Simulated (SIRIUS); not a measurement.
# Sn (I4_1/amd) in SIRIUS: a series of runs

One crystal, Sn, is run at these levels: PBE; tasks: single point.

Program: SIRIUS 7.10.0. These are calculated values, not measurements. Logs are shortened: lines on timing, memory, paths and dates and some standing lists are left out, and cuts for length are marked. The log counts tension as positive stress, the text compression.

## Step 1: The undisturbed crystal

The structure is tetragonal, space group I4_1/amd (No. 141). The conventional cell has a = 5.880 Å, b = 5.880 Å, c = 3.199 Å, α = 90.00°, β = 90.00°, γ = 90.00°. Around Sn (site symmetry -4m2) lie 6 Sn at 3.05 to 3.20 Å.

## Step 2: Single point, PBE, 25.48 Å³/atom (strain = -0.04 (biaxial xy))

File sirius.json:

```json
{
  "control": {
    "processing_unit": "cpu",
    "verbosity": 2,
    "num_bands_to_print": 22,
    "print_forces": true,
    "print_stress": true
  },
  "parameters": {
    "electronic_structure_method": "pseudopotential",
    "xc_functionals": ["XC_GGA_X_PBE", "XC_GGA_C_PBE"],
    "gk_cutoff": 8.5,
    "pw_cutoff": 17.0,
    "ngridk": [4, 4, 4],
    "shiftk": [0, 0, 0],
    "smearing": "fermi_dirac",
    "smearing_width": 0.0018374661,
    "num_bands": 22,
    "num_mag_dims": 0,
    "num_dft_iter": 100,
    "energy_tol": 1e-08,
    "density_tol": 1e-06
  },
  "iterative_solver": {
    "type": "davidson",
    "min_tolerance": 1e-09,
    "tolerance_scale": [0.1, 0.25]
  },
  "mixer": {
    "type": "anderson",
    "beta": 0.7,
    "max_history": 8
  },
  "settings": {
    "tol_ne": 1e-10,
    "pseudo_grid_cutoff": 6.5
  },
  "unit_cell": {
    "lattice_vectors": [
      [-0.656382636407, 0.656382636407, 0.371918901438],
      [0.656382636407, -0.656382636407, 0.371918901438],
      [0.656382636407, 0.656382636407, -0.371918901438]
    ],
    "lattice_vectors_scale": 8.126080008,
    "atom_coordinate_units": "lattice",
    "atom_types": ["Sn"],
    "atom_files": {
      "Sn": "Sn.json"
    },
    "atoms": {
      "Sn": [
        [0.0, 0.0, 0.0],
        [0.75, 0.25, 0.5]
      ]
    }
  }
}
```

Potentials or basis: PseudoDojo 0.4.1 PBE standard (scalar relativistic).

Launch:

```
> upf_to_json Sn.upf
> OMP_NUM_THREADS=1 sirius.scf --input=sirius.json --output=out.json --task=0
```

Standard output:

```text
[info] SIRIUS version : 7.10.0
[info] number of MPI ranks           : 1
[info] MPI grid                      : 1 1
[info] maximum number of OMP threads : 1
[fft] FFT context for density and potential
[fft] =====================================
[fft]   comm size                             : 1
[fft]   plane wave cutoff                     : 17
[fft]   grid size                             : 48 48 48   total : 110592
[fft]   grid limits                           : -23 24   -23 24   -23 24
[fft]   number of G-vectors within the cutoff : 14245
[fft]   local number of G-vectors             : 14245
[fft]   number of G-shells                    : 2033
[fft] FFT context for coarse grid
[fft] =====================================
[fft]   comm size                             : 1
[fft]   plane wave cutoff                     : 17
[fft]   grid size                             : 48 48 48   total : 110592
[fft]   grid limits                           : -23 24   -23 24   -23 24
[fft]   number of G-vectors within the cutoff : 14245
[fft]   local number of G-vectors             : 14245
[fft]   number of G-shells                    : 2033
[unit cell] lattice vectors
[unit cell]   a1 :      -5.3338178193      5.3338178193      3.0222427496
[unit cell]   a2 :       5.3338178193     -5.3338178193      3.0222427496
[unit cell]   a3 :       5.3338178193      5.3338178193     -3.0222427496
[unit cell] reciprocal lattice vectors
[unit cell]   b1 :      -0.0000000000      0.5889951176      1.0394905088
[unit cell]   b2 :       0.5889951176     -0.0000000000      1.0394905088
[unit cell]   b3 :       0.5889951176      0.5889951176     -0.0000000000
[unit cell] unit cell volume :       343.92654078 [a.u.^3]
[unit cell] 1/sqrt(omega)    :         0.05392214
[unit cell] MT volume        :         0.00000000 ( 0.00%)
[unit cell] IT volume        :       343.92654078 (100.00%)
[unit cell] number of atom types : 1
[unit cell] type id : 0 symbol : Sn mt_radius :  16.270000 num_atoms : 2
[unit cell] total number of atoms : 2
[unit cell] number of symmetry classes : 1
[unit cell] number of PAW atoms : 0
[unit cell] atom id  type id  class id             position                      vector_field
[unit cell] ------------------------------------------------------------------------------------------
[unit cell]      0        0        0      0.00000   0.00000   0.00000      0.00000   0.00000   0.00000
[unit cell]      1        0        0      0.75000   0.25000   0.50000      0.00000   0.00000   0.00000
[unit cell] atom id         position (Cartesian, a.u.)
[unit cell] ---------------------------------------------
[unit cell]      0       0.000000    0.000000    0.000000
[unit cell]      1       0.000000    5.333818    1.511121
[unit cell] class id : 0 atom id : 0 1
[unit cell] minimum bond length:     5.543744
[unit cell] total number of pseudo wave-functions: 18
[sym] space group number   : 141
[sym] international symbol : I4_1/amd
[sym] Hall symbol          : I 4bw 2bw -1bw
[sym] space group transformation matrix :
[sym]  -0.5000  0.5000  0.5000
[sym]   0.5000 -0.5000  0.5000
[sym]   0.5000  0.5000 -0.5000
[sym] space group origin shift :
[sym]   0.0000  0.0000  0.0000
[sym] number of space group operations  : 16
[sym] number of magnetic group operations : 16
[sym] metric tensor error: 1.4211e-14
[sym] rotation matrix error: 2.2204e-16
[sym] symmetry operations
[... list of symmetry operations ...]
[atom type] label          : Sn
[... 237 lines left out ...]
[diagonalize] Lowest band energies
[diagonalize] ik:    0   -0.360639   -0.354976   -0.354144   -0.351778   -0.347173   -0.347173   -0.346530   -0.346530   -0.342407   -0.337559    0.015222    0.331243    0.369278    0.369278    0.553381    0.688243    0.691513    0.696463    0.696463    0.831464    0.840408    0.849069
[diagonalize] ik:    1   -0.359054   -0.353244   -0.351806   -0.350314   -0.349155   -0.347396   -0.346625   -0.345648   -0.343415   -0.339018    0.061481    0.294985    0.372292    0.457466    0.486728    0.522767    0.600576    0.615758    0.643681    0.710675    0.788035    0.881223
[diagonalize] ik:    2   -0.357106   -0.353281   -0.352381   -0.350853   -0.349354   -0.348608   -0.344961   -0.342577   -0.342407   -0.340772    0.172960    0.230526    0.361185    0.379691    0.389688    0.520689    0.555895    0.629917    0.724141    0.819885    0.820299    0.840885
[diagonalize] ik:    3   -0.357676   -0.352949   -0.351050   -0.350957   -0.350015   -0.347740   -0.345610   -0.344758   -0.341515   -0.340032    0.167651    0.260749    0.296559    0.377663    0.465159    0.481440    0.593460    0.599172    0.742828    0.777056    0.787786    0.855328
[diagonalize] ik:    4   -0.356381   -0.353128   -0.352616   -0.350740   -0.349963   -0.346759   -0.345738   -0.344615   -0.343947   -0.341526    0.106084    0.192684    0.384055    0.428871    0.489192    0.520177    0.589566    0.657017    0.735033    0.791146    0.819683    0.888573
[diagonalize] ...
[diagonalize] ik:    8   -0.356859   -0.354438   -0.354436   -0.351494   -0.346970   -0.346950   -0.346749   -0.344701   -0.344363   -0.341558    0.060379    0.209148    0.296379    0.448613    0.584588    0.643185    0.646587    0.701921    0.745736    0.844456    0.844666    0.880714
[diagonalize] ik:    9   -0.355430   -0.355430   -0.351057   -0.351057   -0.348139   -0.348139   -0.345355   -0.345355   -0.344217   -0.344217    0.126586    0.126586    0.336830    0.336830    0.622651    0.622651    0.694345    0.694345    0.840949    0.840949    0.887312    0.887312
[diagonalize] ik:   10   -0.355669   -0.353029   -0.350340   -0.350228   -0.348429   -0.347533   -0.346600   -0.345803   -0.345054   -0.342748    0.148121    0.205595    0.299969    0.348334    0.399631    0.601620    0.683756    0.739772    0.843031    0.856574    0.866055    0.898546
[diagonalize] ik:   11   -0.357657   -0.351774   -0.351120   -0.351120   -0.348428   -0.348428   -0.348398   -0.343948   -0.341910   -0.339656    0.149477    0.309062    0.336167    0.380798    0.380798    0.477365    0.570847    0.570847    0.671352    0.876170    0.876170    0.927410
[diagonalize] ik:   12   -0.355477   -0.355477   -0.347794   -0.347794   -0.347667   -0.347667   -0.347005   -0.347005   -0.346264   -0.346264    0.165237    0.165237    0.253071    0.253071    0.608967    0.608967    0.831631    0.831631    0.930771    0.930771    0.943247    0.943247
[find] Charges and magnetic moments
[find] --------------------------------------------------------------------------------
[find] total charge          : 28.000000
[find] Energy
[find] --------------------------------------------------------------------------------
[find] valence_eval_sum               :      -4.82897135
[find] <rho|V^{XC}>                   :     -25.21482335
[find] <rho|E^{XC}>                   :     -44.13286356
[find] <mag|B^{XC}>                   :       0.00000000
[find] <rho|V^{H}>                    :      66.29417936
[find] one-electron contribution      :     -45.90832737 (Ha),     -91.81665474 (Ry)
[find] hartree contribution           :      33.14708968
[find] xc contribution                :     -44.13286356
[find] ewald contribution             :    -100.71139309
[find] PAW contribution               :       0.00000000
[find] smearing (-TS)                 :      -0.00027589
[find] SCF correction                 :      -0.00000427
[find] Total energy                   :    -157.60549861 (Ha),    -315.21099722 (Ry)
[find] Free energy (E-TS)             :    -157.60577450 (Ha),    -315.21154900 (Ry)
[find] band gap (eV)                  :       0.00000000
[find] Efermi                         :       0.44942514
[find] iteration : 9, RMS : 3.047323041029e-08, energy difference : -4.685603016696e-10
[find] Hartree energy of density residual : 4.173609550328e-14
[find] bands are converged : true
[find] iterative solver converged : true
[find] converged after 10 SCF iterations!
[find] Charges and magnetic moments
[find] --------------------------------------------------------------------------------
[find] total charge          : 28.000000
[find] Energy
[find] --------------------------------------------------------------------------------
[find] valence_eval_sum               :      -4.82897135
[find] <rho|V^{XC}>                   :     -25.21482335
[find] <rho|E^{XC}>                   :     -44.13286356
[find] <mag|B^{XC}>                   :       0.00000000
[find] <rho|V^{H}>                    :      66.29417936
[find] one-electron contribution      :     -45.90832737 (Ha),     -91.81665474 (Ry)
[find] hartree contribution           :      33.14708968
[find] xc contribution                :     -44.13286356
[find] ewald contribution             :    -100.71139309
[find] PAW contribution               :       0.00000000
[find] smearing (-TS)                 :      -0.00027589
[find] SCF correction                 :      -0.00000427
[find] Total energy                   :    -157.60549861 (Ha),    -315.21099722 (Ry)
[find] Free energy (E-TS)             :    -157.60577450 (Ha),    -315.21154900 (Ry)
[find] band gap (eV)                  :       0.00000000
[find] Efermi                         :       0.44942514
[ground_state] === stress tensor components [kbar] ===
[ground_state] === stress_kin ===
[ground_state] -53587.443485   -0.000000    0.000000
[ground_state]    -0.000000-53587.443485   -0.000000
[ground_state]     0.000000   -0.000000-53632.215829
[ground_state] === stress_har ===
[ground_state] -9787.605862   -0.000000    0.000000
[ground_state]    -0.000000-9787.605862   -0.000000
[ground_state]     0.000000   -0.000000-8780.288776
[ground_state] === stress_ewald ===
[ground_state] 28058.960265    0.000000   -0.000000
[ground_state]     0.00000028058.960265    0.000000
[ground_state]    -0.000000    0.00000030035.101795
[ground_state] === stress_vloc ===
[ground_state] -2984.147860   -0.000000    0.000000
[ground_state]    -0.000000-2984.147860   -0.000000
[ground_state]     0.000000   -0.000000-5958.138882
[ground_state] === stress_xc ===
[ground_state] -15773.967284   -0.000000    0.000000
[ground_state]    -0.000000-15773.967284   -0.000000
[ground_state]     0.000000   -0.000000-15770.543112
[ground_state] === stress_core ===
[ground_state] 23456.638945    0.000000   -0.000000
[ground_state]     0.00000023456.638945    0.000000
[ground_state]    -0.000000    0.00000023458.017036
[ground_state] === stress_nonloc ===
[ground_state] 30543.737153    0.000000   -0.000000
[ground_state]     0.00000030543.737153    0.000000
[ground_state]    -0.000000    0.00000030595.096614
[ground_state] === stress_us_nl ===
[ground_state] 30543.737153    0.000000   -0.000000
[ground_state]     0.00000030543.737153    0.000000
[ground_state]    -0.000000    0.00000030595.096614
[ground_state] === stress_total ===
[ground_state]   -73.828129   -0.000000    0.000000
[ground_state]    -0.000000  -73.828129    0.000000
[ground_state]     0.000000    0.000000  -52.971155
[ground_state] ==== total Forces in Ha/bohr =====
[ground_state] atom:    0, force:       0.0000000     -0.0000000      0.0000000
[ground_state] atom:    1, force:       0.0000000      0.0000000     -0.0000000
[ground_state] ==== ultrasoft contribution from Qij =====
[ground_state] atom:    0, force:       0.0000000      0.0000000      0.0000000
[ground_state] atom:    1, force:       0.0000000      0.0000000      0.0000000
[ground_state] ==== non-local contribution from Beta-projector =====
[ground_state] atom:    0, force:       0.0000000     -0.0000000      0.0000000
[ground_state] atom:    1, force:       0.0000000      0.0000000      0.0000000
[ground_state] ==== contribution from local potential =====
[ground_state] atom:    0, force:       0.0000000      0.0000000      0.0000000
[ground_state] atom:    1, force:       0.0000000      0.0000000     -0.0000000
[ground_state] ==== contribution from core density =====
[ground_state] atom:    0, force:      -0.0000000      0.0000000      0.0000000
[ground_state] atom:    1, force:      -0.0000000      0.0000000     -0.0000000
[ground_state] ==== Ewald forces from ions =====
[ground_state] atom:    0, force:       0.0000000      0.0000000      0.0000000
[ground_state] atom:    1, force:       0.0000000     -0.0000000      0.0000000
[~DFT_ground_state] local op. applied: 6665
[~DFT_ground_state] evp. work count: 1196.02
[~DFT_ground_state] number of iterative solver steps: 442
```

Run time: 23 s. Hardware: 1 thread of Arm Neoverse V1, shared host; peak memory 0.28 GiB.

Results:

```yaml
Free_energy: -4288.6716 eV
Pressure: 6.7 GPa
Band_gap_on_the_k_mesh: none (metal or under the smearing width)
```

Caveat: the k mesh is coarse (spacing up to 0.56 Å⁻¹), so the values aren't converged.

## Step 3: Single point, PBE, 26.56 Å³/atom (strain = -0.02 (biaxial xy))

Changes to sirius.json since step 2:

```diff
@@ -39,7 +39,7 @@
     "lattice_vectors": [
-      [-0.656382636407, 0.656382636407, 0.371918901438],
-      [0.656382636407, -0.656382636407, 0.371918901438],
-      [0.656382636407, 0.656382636407, -0.371918901438]
+      [-0.658224375271, 0.658224375271, 0.365350986859],
+      [0.658224375271, -0.658224375271, 0.365350986859],
+      [0.658224375271, 0.658224375271, -0.365350986859]
     ],
-    "lattice_vectors_scale": 8.126080008,
+    "lattice_vectors_scale": 8.2721625459,
     "atom_coordinate_units": "lattice",
```

Potentials or basis: PseudoDojo 0.4.1 PBE standard (scalar relativistic).

Launch:

```
> upf_to_json Sn.upf
> OMP_NUM_THREADS=1 sirius.scf --input=sirius.json --output=out.json --task=0
```

Wall time 24 s (1 thread of Arm Neoverse V1, shared host); peak memory 0.28 GiB.

The run converged. Its results:

```yaml
Free_energy: -4288.7412 eV
Pressure: 3.6 GPa
Band_gap_on_the_k_mesh: none (metal or under the smearing width)
```

Caveat: the k mesh is coarse (spacing up to 0.56 Å⁻¹), so the values aren't converged.

## Step 4: For comparison

An earlier run on the cell as given: functional PBEsol; potentials or basis PseudoDojo 0.4.1 PBEsol standard (scalar relativistic); cutoff 983 eV; density cutoff 3932 eV; k mesh 9 × 9 × 9; occupations fermi-dirac, width 0.05 eV; no spin polarisation.

- Pressure: -1.4 GPa
- Band gap on the k mesh: none (metal or under the smearing width)
